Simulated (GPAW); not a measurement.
CaF2 (Fluorite):

```
Ca F
1.0
     0.00000    2.73100    2.73100
     2.73100    0.00000    2.73100
     2.73100    2.73100    0.00000
Ca F
1 2
Direct
  0.00000 0.00000 0.00000
  0.75000 0.75000 0.75000
  0.25000 0.25000 0.25000
```

Base run:

```yaml
Program: GPAW 26.7.0
Functional: r2SCAN
Potentials_or_basis: GPAW PAW data sets (gpaw-data 1.2.1)
Cutoff: 800 eV
Basis: pw
k_mesh: 8 × 8 × 8
Occupations: fermi-dirac, width 0.05 eV
Spin: no spin polarisation
```

Its results: band gap on the k mesh 7.95 eV, indirect (least direct gap 8.21 eV); pressure -2.4 GPa.

Question: The run is repeated on the same cell with these changes: functional from r2SCAN to PBEsol; potentials or basis from GPAW PAW data sets (gpaw-data 1.2.1) to PAW data sets generated in the run's folder for this functional. What comes out?

Answer: Band gap on the k mesh 7.09 eV, indirect (least direct gap 7.35 eV); pressure -3.0 GPa.

Caveats: the PAW data sets were made with another functional, which shifts forces and pressure a little (some runs).
